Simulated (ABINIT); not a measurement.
Mg:

```
CELL_PARAMETERS angstrom
3.05030 0.00000 0.00000
-1.52515 2.64164 0.00000
0.00000 0.00000 3.04484
ATOMIC_POSITIONS crystal
Mg 0.00000 0.00000 0.00000
```

This isn't the form of Mg at room conditions, which is hcp.

```yaml
Program: ABINIT 10.8.3 (patched build)
Task: single point
Functional: PBE
Potentials_or_basis: JTH PAW PBE v2.0
Cutoff: 517 eV
k_mesh: 10 × 10 × 9
Occupations: fermi-dirac, width 0.05 eV
Spin: no spin polarisation
```

On this cell: pressure 0.8 GPa; band gap on the k mesh none (metal or under the smearing width).

The same run follows on a disturbed copy (cell strained at random at fixed volume):

```xyz
1
Lattice="2.9514 0.0079 0.0350 -1.4689 2.7074 -0.0249 0.0349 -0.0085 3.0664" Properties=species:S:1:pos:R:3 pbc="T T T"
Mg    0.0540   -0.0414    0.0399
```

**Question.** What does the disturbed cell give?

**Answer.** The energy (extrapolated to zero smearing) moves by +8.4 meV/atom; pressure 1.1 GPa; band gap on the k mesh none (metal or under the smearing width).

Stress tensor (GPa, compression positive):
```
 3.30 -0.10  0.08
-0.10  0.36 -0.04
 0.08 -0.04 -0.51
```
